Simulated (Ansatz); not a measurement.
# MgO (Fm-3m) in Ansatz: further runs

One crystal, MgO, is run at these levels: LDA, PBEsol; tasks: Born charges and dielectric tensor.

All numbers are computed with Ansatz 0.2.0; they aren't measurements. Logs are shortened: lines on timing, memory, paths and dates and some standing lists are left out, and cuts for length are marked.

**What was measured.**

From “Electronic structure of alkaline earth and post-transition metal oxides”, 2009, arxiv:0908.1581, for a bulk crystal of MgO: band gap 7.83 eV.

From “Infrared Optical Properties of Ferropericlase (Mg1-xFexO): Experiment and Theory”, 2007, arxiv:0704.2267, for a bulk crystal of MgO at 295 K: high-frequency dielectric constant 2.95 ± 0.1.

The runs below are set against these values where they give the same quantity.

**1. The structure**

Symmetry: Fm-3m, No. 225, cubic system. Conventional cell: a = 4.194 Å, b = 4.194 Å, c = 4.194 Å, α = 90.00°, β = 90.00°, γ = 90.00°. Mg (site symmetry m-3m) is surrounded by 6 O at 2.10 Å. Around O (site symmetry m-3m) lie 6 Mg at 2.10 Å.

The cell is a database's computed one.

**2. Born charges and dielectric tensor, LDA**

Contents of input.yaml:

```yaml
crystal:
  lattice:
    - [0.0, 2.0970013927, 2.0970013927]
    - [2.0970013927, 0.0, 2.0970013927]
    - [2.0970013927, 2.0970013927, 0.0]
  atoms:
    - { symbol: Mg, position: [0.0, 0.0, 0.0] }
    - { symbol: O, position: [0.5, 0.5, 0.5] }
kpoints:
  mp_grid: { grid: [11, 11, 11] }
scf:
  occupations: { method: fixed }
hamiltonian:
  xc: lda
  pseudopotentials: { kind: all_electron, datasets: crystal }
output: {}
dielectric: {}
```

Potentials or basis: all-electron PAW datasets made for the crystal.

Command:

```bash
$ ansatz run input.yaml --threads 1 --pin off --max-ram 3072MiB --backend cpu --events-out ev --progress --plain --runs-dir out
```

Standard output:

```text
Warning: RAYON_NUM_THREADS=1 ignored (pool sized by the plan → 1); use --threads N
hamiltonian.pseudopotentials.datasets: crystal makes datasets for this crystal and solves the spheres of its atoms anew in each pass: cutoff 400.0 eV, the density's 2000.0 eV; for an error of 0.50 meV an atom under PBE, 1.0 meV for the cell; an energy difference from a run of another recipe may be off by several times the error for the cell, under r2SCAN by more, where some 0.1 meV an atom stays at smaller errors; in a run that uses the all-electron wave functions in the spheres, carries its plane waves along with the cell (elastic.basis: deformed) or is on a recipe of such a run or, without exact exchange, of a hybrid, they include no finite-basis correction of the energy (for plane waves above the cutoff): energies differ from those of runs with it by up to 1.1 meV an atom at a dataset_error of 0.2 meV (4 under r2SCAN), and by more at a larger error or with an open f shell (one dataset_recipe, of a run without it, keeps both alike, but for a hybrid, which always has it); O in spheres of 1.064 Å, 6 of its electrons in bands; Mg in spheres of 1.027 Å, 2 of its electrons in bands, 8 on its site; only band paths and densities of states list, in semicore columns, the levels of the semicore shells that are solved separately: 2s of Mg, 2p of Mg
Engine: ansatz 0.2.0, aarch64-unknown-linux-gnu
Pseudopotentials: kind: all_electron
Pseudopotential: Mg, paw, valence charge 10, recommended cutoff 400 eV (normal), crystal/all_electron/lda/scalar/gaussian/Mg, Koelling and Harmon's equation, gaussian nucleus
Pseudopotential: O, paw, valence charge 6, recommended cutoff 400 eV (normal), crystal/all_electron/lda/scalar/gaussian/O, Koelling and Harmon's equation, gaussian nucleus
Functional definition: SPW92
  exchange = slater_x
  correlation = pw_c
davidson cushion auto → on  (no smearing: the cushion is to keep the highest requested band from converging to the state above it; pin scf.eigensolver.cushion to override)
Crystal: 2 atoms, lattice volume = 18.443 Å³
Basis set: ecut = 400 eV, 331 PW (Γ), exchange–correlation on 48×48×48 points (8 copies of the dense FFT grid, shifted against one another)
Bands: 8, of which v1, the nominal top of the filled ones, is band 4 counted from 1 (3 counted from 0)
Symmetry: 48 space group operations
k-points: 126 of 1331 (irreducible under 8 space group operations, time reversal used)
Non-local potential: Mg, projectors of the file, l = 0: 1, l = 1: 1
Non-local potential: O, projectors of the file, l = 0: 1, l = 1: 2
PAW form: soft (Blöchl's): semilocal exchange-correlation on the pseudo side does not see the compensation charge
PAW one-centre angular grid: Mg, 110 points (default); XC on its mesh's 1917 points in the sphere
PAW one-centre angular grid: O, 110 points (default); XC on its mesh's 1965 points in the sphere
Initial density: superposition of atomic densities (neutral atoms: chi_scale 0, normalization atom)
Initial wavefunctions: pseudopotential atomic-orbital guess
Functional: x = slater, c = lda
iter 1 solved again at ethr=5.60e-2 eV; its pass at ethr=1.00e-1 eV (dr2=4.48e0 eV) is discarded
SCF iter   1: F=—  HF=-7470.085504 eV  |F-HF|=—  |Δ(HF+E_count)|=         —  Δρ=1.56e-1  dr2=4.62e0  ethr=5.60e-2  ⟨swp⟩=2.0  Hψ=7004  notcnv=0
preconditioner: auto → none  [insulator: Δε(μ)=6.695 eV  Ē_g=20.092 eV  n_scr=0 (ndim 8)  ℏωp=24.5 eV  f_vac=0.000  ε∞_Penn≈2.5]
SCF iter   2: F=—  HF=-7468.998717 eV  |F-HF|=—  |Δ(HF+E_count)|=    1.09e0  Δρ=9.07e-2  dr2=8.42e-1  ethr=5.60e-2  ⟨swp⟩=2.7  Hψ=2682  notcnv=0
iter 3 solved again at ethr=5.15e-4 eV; its pass at ethr=1.05e-2 eV (dr2=4.12e-2 eV) is discarded
SCF iter   3: F=—  HF=-7468.698889 eV  |F-HF|=—  |Δ(HF+E_count)|=   3.00e-1  Δρ=1.80e-2  dr2=4.24e-2  ethr=5.15e-4  ⟨swp⟩=2.0  Hψ=5732  notcnv=0
SCF iter   4: F=—  HF=-7468.692197 eV  |F-HF|=—  |Δ(HF+E_count)|=   6.69e-3  Δρ=1.12e-3  dr2=2.23e-4  ethr=5.15e-4  ⟨swp⟩=2.0  Hψ=2520  notcnv=0
SCF iter   5: F=—  HF=-7468.692141 eV  |F-HF|=—  |Δ(HF+E_count)|=   5.55e-5  Δρ=1.81e-4  dr2=2.08e-6  ethr=2.79e-6  ⟨swp⟩=3.0  Hψ=3611  notcnv=0
SCF iter   6: F=—  HF=-7468.692140 eV  |F-HF|=—  |Δ(HF+E_count)|=   1.31e-6  Δρ=6.72e-5  dr2=8.20e-7  ethr=2.60e-8  ⟨swp⟩=3.0  Hψ=3098  notcnv=0  defer=1
SCF iter   7: F=—  HF=-7468.692140 eV  |F-HF|=—  |Δ(HF+E_count)|=   1.75e-7  Δρ=3.61e-6  dr2=1.36e-9  ethr=1.02e-8  ⟨swp⟩=2.2  Hψ=2550  notcnv=0  defer=2
SCF iter   8: F=—  HF=-7468.692140 eV  |F-HF|=—  |Δ(HF+E_count)|=  4.37e-11  Δρ=2.60e-6  dr2=8.97e-10  ethr=1.70e-11  ⟨swp⟩=3.2  Hψ=3479  notcnv=0  defer=2
SCF iter   9: F=-7468.692140 eV  HF=-7468.692140 eV  |F-HF|=1.00e-11  |Δ(HF+E_count)|=  3.59e-10  Δρ=1.43e-7  dr2=1.73e-12  ethr=1.12e-11  ⟨swp⟩=2.7  Hψ=2655  notcnv=0  defer=11
SCF 1 converged in 9 iterations: F = -7468.692140 eV  dr2 = 1.73e-12
the response reads at least the filled bands of the reference SCF and the lowest empty band at each k-point, and that SCF's band table does not vouch for those bands. The notice of the band table in this run's record says why
NSCF: frozen V_eff on 5 k-points
DFPT response loops at Γ: preconditioner auto → none (the input reference at scf.mixing.eps_inf says where Resta's filter doesn't serve); β = 0.50; Broyden in place of MSR1
SCF converged after 9 iterations
Free energy (F): -7468.692140 eV
Harris-Foulkes:  -7468.692140 eV  (|F-HF|=1.00e-11)
Internal energy: -7468.692140 eV  (E = F + TS)
E sigma→0 (E₀):  -7468.692140 eV
Past the cutoff: waves up to 1.5 times it would add -0.000038 eV an atom, which no energy here includes
By the cutoff:   a pressure is off by up to 0.008 GPa (6 times that energy over an atom's volume, and 0.004 GPa: a bound that held against runs at twice the plane waves)
Past the cutoffs: a stress includes -0.0008 GPa for waves and charges beyond them
In the spheres:  the bands' charges fall short by 1.5e-6 e at most (sound up to 1e-3), those of shells solved beside the bands by 5.1e-7 e (sound up to 5e-4)
Fermi energy:    7.642819 eV
--- Per-component energies (eV) ---
  E_band       = 17.502905
  E_kinetic    = 125.963430
  E_local      = -903.811673  (includes V_loc(G=0)·N_el)
  E_nonlocal   = -21.168928
  E_hartree    = 471.203529
  E_xc         = -84.575945
  E_vxc        = -99.004569  (∫ρ·V_xc dr)
  E_paw        = -8217.018517  (= ΣΔE_a)
  E_vpaw       = -2482.517009  (= ΣTr[D̂ρ^β])
  E_ewald      = -1294.918655
  E_smearing   = -0.000000  (= −TS)
  E_closure    = 2455.634618  (closes the sum)
  Σ components = -7468.692140   (vs F -7468.692140, Δ=0.00e0)
  The terms above E_closure are by the made datasets' own strengths, without shells solved beside the bands.
--- Band table (eV; the first three rows and the last of 126) ---
  k-point 0: bands = ["-9.4227", "7.6428", "7.6428", "7.6428", "12.4273", "23.2588", "23.2588", "23.2588"]
  k-point 1: bands = ["-9.3267", "7.0846", "7.5844", "7.5844", "12.9545", "22.1842", "23.4622", "23.4622"]
  k-point 2: bands = ["-9.0582", "5.8931", "7.4320", "7.4320", "14.0143", "20.7542", "23.9133", "23.9133"]
  k-point 125: bands = ["-7.7145", "4.4670", "4.6786", "5.9621", "18.7702", "19.4600", "19.6940", "23.3603"]
--- Dielectric response (ions clamped): 1 representative field direction + reference, on 126 of 1331 k-points (Σ response iterations 9) ---
  k mesh reduced under 8 symmetry operations, with k and −k counted as one. Each operation leaves every solved perturbation unchanged. A smaller set is not considered because the run solves the response to a homogeneous field
  ε∞ (high-frequency dielectric tensor):
        3.220584    -0.000000     0.000000
        0.000000     3.220584    -0.000000
        0.000000    -0.000000     3.220584
  Born effective charges Z* (e; rows j = field, columns β = displacement):
    site 0:
         1.98041   -0.00000    0.00000
         0.00000    1.98041    0.00000
         0.00000   -0.00000    1.98041
    site 1:
        -1.98041    0.00000   -0.00000
        -0.00000   -1.98041    0.00000
         0.00000    0.00000   -1.98041
  Z* charge neutrality: 1.123e-5 e pre-enforcement
  k-mesh period / interband length: 32.6 Å / 1.41 Å = 23.11 at k = (0.0000, 0.0000, 0.0000), direct gap 4.784 eV — 14 or more, which is no proof of convergence
```

Wall time 34 s (1 thread of Arm Neoverse V1, shared host); peak memory 0.68 GiB.

What came out:

* Free energy: -7468.6921 eV
* Band gap on the k mesh: 4.78 eV, direct
* Electronic dielectric tensor (diagonal): 3.22
* Born charges (mean of the diagonal): Mg +1.98; O -1.98 e

Levels at points of the mesh, in eV from the valence-band top:
```tsv
k point	band 2	band 3	band 4	band 5	band 6	band 7
(0.00, 0.00, 0.00)	0.00	0.00	0.00	4.78	15.62	15.62
```

Electronic dielectric tensor:
```
3.22 0.00 0.00
0.00 3.22 0.00
0.00 0.00 3.22
```

Born effective charge tensors (e):
atom 1, Mg
```
1.98 0.00 0.00
0.00 1.98 0.00
0.00 0.00 1.98
```
atom 2, O
```
-1.98  0.00  0.00
 0.00 -1.98  0.00
 0.00  0.00 -1.98
```

Caveat: the program warned that the printed levels may be off, so bands, gaps and densities of states are rough.

**3. Born charges and dielectric tensor, PBEsol**

input.yaml: that of step 2 with these lines changed.

```diff
@@ -13,3 +13,3 @@
 hamiltonian:
-  xc: lda
+  xc: pbesol
   pseudopotentials: { kind: all_electron, datasets: crystal }
```

Potentials or basis: all-electron PAW datasets made for the crystal.

Command:

```bash
$ ansatz run input.yaml --threads 1 --pin off --max-ram 3072MiB --backend cpu --events-out ev --progress --plain --runs-dir out
```

Standard output:

```text
Warning: RAYON_NUM_THREADS=1 ignored (pool sized by the plan → 1); use --threads N
hamiltonian.pseudopotentials.datasets: crystal makes datasets for this crystal and solves the spheres of its atoms anew in each pass: cutoff 400.0 eV, the density's 2000.0 eV; for an error of 0.50 meV an atom under PBE, 1.0 meV for the cell; an energy difference from a run of another recipe may be off by several times the error for the cell, under r2SCAN by more, where some 0.1 meV an atom stays at smaller errors; in a run that uses the all-electron wave functions in the spheres, carries its plane waves along with the cell (elastic.basis: deformed) or is on a recipe of such a run or, without exact exchange, of a hybrid, they include no finite-basis correction of the energy (for plane waves above the cutoff): energies differ from those of runs with it by up to 1.1 meV an atom at a dataset_error of 0.2 meV (4 under r2SCAN), and by more at a larger error or with an open f shell (one dataset_recipe, of a run without it, keeps both alike, but for a hybrid, which always has it); O in spheres of 1.064 Å, 6 of its electrons in bands; Mg in spheres of 1.027 Å, 2 of its electrons in bands, 8 on its site; only band paths and densities of states list, in semicore columns, the levels of the semicore shells that are solved separately: 2s of Mg, 2p of Mg
[... 2 set-up lines as earlier in the session ...]
Pseudopotential: Mg, paw, valence charge 10, recommended cutoff 400 eV (normal), crystal/all_electron/pbesol/scalar/gaussian/Mg, Koelling and Harmon's equation, gaussian nucleus
Pseudopotential: O, paw, valence charge 6, recommended cutoff 400 eV (normal), crystal/all_electron/pbesol/scalar/gaussian/O, Koelling and Harmon's equation, gaussian nucleus
Functional definition: PBEsol
  exchange = pbesol_x
  correlation = pbesol_c
davidson cushion auto → on  (no smearing: the cushion is to keep the highest requested band from converging to the state above it; pin scf.eigensolver.cushion to override)
Crystal: 2 atoms, lattice volume = 18.443 Å³
Basis set: ecut = 400 eV, 331 PW (Γ), exchange–correlation on 48×48×48 points (8 copies of the dense FFT grid, shifted against one another)
Bands: 8, of which v1, the nominal top of the filled ones, is band 4 counted from 1 (3 counted from 0)
[... 1 set-up line as earlier in the session ...]
k-points: 126 of 1331 (irreducible under 8 space group operations, time reversal used)
[... 2 set-up lines as earlier in the session ...]
[... 46 lines left out ...]
  The terms above E_closure are by the made datasets' own strengths, without shells solved beside the bands.
--- Band table (eV; the first three rows and the last of 126) ---
  k-point 0: bands = ["-9.3700", "7.8887", "7.8887", "7.8887", "12.6498", "23.6022", "23.6022", "23.6022"]
  k-point 1: bands = ["-9.2759", "7.3269", "7.8305", "7.8305", "13.1853", "22.4944", "23.8073", "23.8073"]
  k-point 2: bands = ["-9.0131", "6.1339", "7.6787", "7.6787", "14.2589", "21.0496", "24.2677", "24.2677"]
  k-point 125: bands = ["-7.7053", "4.7162", "4.9304", "6.2183", "19.0549", "19.7523", "20.1342", "23.7383"]
--- Dielectric response (ions clamped): 1 representative field direction + reference, on 126 of 1331 k-points (Σ response iterations 8) ---
  k mesh reduced under 8 symmetry operations, with k and −k counted as one. Each operation leaves every solved perturbation unchanged. A smaller set is not considered because the run solves the response to a homogeneous field
  ε∞ (high-frequency dielectric tensor):
        3.239264    -0.000000     0.000000
        0.000000     3.239264    -0.000000
        0.000000     0.000000     3.239264
  Born effective charges Z* (e; rows j = field, columns β = displacement):
    site 0:
         1.97860    0.00000   -0.00000
         0.00000    1.97860    0.00000
         0.00000   -0.00000    1.97860
    site 1:
        -1.97860   -0.00000    0.00000
         0.00000   -1.97860   -0.00000
         0.00000    0.00000   -1.97860
  Z* charge neutrality: 1.440e-6 e pre-enforcement
  k-mesh period / interband length: 32.6 Å / 1.42 Å = 22.97 at k = (0.0000, 0.0000, 0.0000), direct gap 4.761 eV — 14 or more, which is no proof of convergence
```

It took 38 s on 1 thread of Arm Neoverse V1, shared host; peak memory 0.69 GiB.

Results:

* Free energy: -7484.4129 eV
* Band gap on the k mesh: 4.76 eV, direct
* Electronic dielectric tensor (diagonal): 3.24
* Born charges (mean of the diagonal): Mg +1.98; O -1.98 e

Levels at points of the mesh, in eV from the valence-band top:
| k point | band 2 | band 3 | band 4 | band 5 | band 6 | band 7 |
| --- | --- | --- | --- | --- | --- | --- |
| (0.00, 0.00, 0.00) | 0.00 | 0.00 | 0.00 | 4.76 | 15.71 | 15.71 |

Electronic dielectric tensor:
```
3.24 0.00 0.00
0.00 3.24 0.00
0.00 0.00 3.24
```

Born effective charge tensors (e):
atom 1, Mg
```
1.98 0.00 0.00
0.00 1.98 0.00
0.00 0.00 1.98
```
atom 2, O
```
-1.98  0.00  0.00
 0.00 -1.98  0.00
 0.00  0.00 -1.98
```

Caveat: the program warned that the printed levels may be off, so bands, gaps and densities of states are rough.

**4. How close it comes**

Step 2. Against the measured gap of MgO, 7.83 eV (quoted in “Electronic structure of alkaline earth and post-transition metal oxides”, 2009, arxiv:0908.1581), the calculated 4.78 eV is off by -3.05 eV. The value is that of LDA, without temperature or zero-point motion. Semilocal functionals fall short of measured gaps as a rule. The cell is a database's relaxed one, not the measured one, which moves gaps too. A measured high-frequency dielectric constant of MgO is 2.95 (295 K; “Infrared Optical Properties of Ferropericlase (Mg1-xFexO): Experiment and Theory”, 2007, arxiv:0704.2267); the calculated 3.22 misses it by +9.2 %.

Step 3. Against the measured gap of MgO, 7.83 eV (quoted in “Electronic structure of alkaline earth and post-transition metal oxides”, 2009, arxiv:0908.1581), the calculated 4.76 eV is off by -3.07 eV. The value is that of PBEsol, without temperature or zero-point motion. Semilocal functionals fall short of measured gaps as a rule. The cell is a database's relaxed one, not the measured one, which moves gaps too. Measured high-frequency dielectric constant of MgO: 2.95 (295 K; “Infrared Optical Properties of Ferropericlase (Mg1-xFexO): Experiment and Theory”, 2007, arxiv:0704.2267). This calculation gives 3.24 (+9.8 %).
